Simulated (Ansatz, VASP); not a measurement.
Two plane-wave programs on Ni

```
CELL_PARAMETERS angstrom
2.50661 0.00000 0.00000
-1.25331 2.17079 0.00000
0.00000 0.00000 4.12037
ATOMIC_POSITIONS crystal
Ni 0.33333 0.66667 0.25000
Ni 0.66667 0.33333 0.75000
```

Alike in both runs: task single point; functional RPBE; k mesh 16 × 16 × 9; occupations fermi-dirac, width 0.1 eV; no spin polarisation.

```csv
,VASP,Ansatz
version,VASP 6.6.1,Ansatz 0.2.0
potentials or method,"VASP PAW PBE potentials, release 64 (Ni)","plane waves (420 eV) with PAW, scalar-relativistic"
plane-wave cutoff (eV),520,420
valence electrons in the cell,20,36
```

|  | VASP | Ansatz | Ansatz less VASP |
| --- | --- | --- | --- |
| pressure (GPa) | 0.3 | 0.0 | -0.31 |
| largest component of the traceless stress (GPa) | 0.08 | 0.02 | -0.055 |

The two sets of potentials don't hold the same shells in valence.

Caveats: the PAW data sets were made with another functional, which shifts forces and pressure a little (VASP); the run has no spin polarisation, though such a crystal can be magnetic. Spin polarisation is off, so any magnetic state and its effect on volume and gap are missing.
